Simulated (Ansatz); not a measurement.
Rocksalt CaS, relaxed with r2SCAN in the plane-wave code Ansatz: it is cubic, Fm-3m (No. 225); conventional cell a = 5.696 Å, 23.10 Å³ an atom. Ca has 6 S at 2.85 Å; S has 6 Ca at 2.85 Å. The primitive cell holds 2 atoms in 46.20 Å³. (Simulation; spin polarisation is off.)

Computed values: HSE06 (6×6×6) gives a least gap of 3.41 eV and a least direct gap of 4.32 eV. r2SCAN's ε∞ is 4.59.

What is the density?
The cell holds 1 Ca, 1 S: M = 1×40.078 + 1×32.060 = 72.14 u in V = 46.20 Å³. ρ = 1.66054 × M/V = 1.66054 × 72.14/46.20 = 2.593 g/cm³, for the static r2SCAN lattice.

At what wavelength does absorption set in by HSE06, excitons left aside?
λ = 1239.84 eV nm/E: 364 nm for the least gap, where it needs phonons and is weak, and 287 nm for direct transitions. That lies in the ultraviolet, so by this gap the crystal is transparent to visible light.

What refractive index and reflectivity at normal incidence follow, below the gap and above the phonons?
n = √4.59 = 2.142; R = ((n − 1)/(n + 1))² = (1.142/3.142)² = 13.2 % a face.

The meshes of the hybrids are coarse, so their gaps aren't converged to the digits shown.
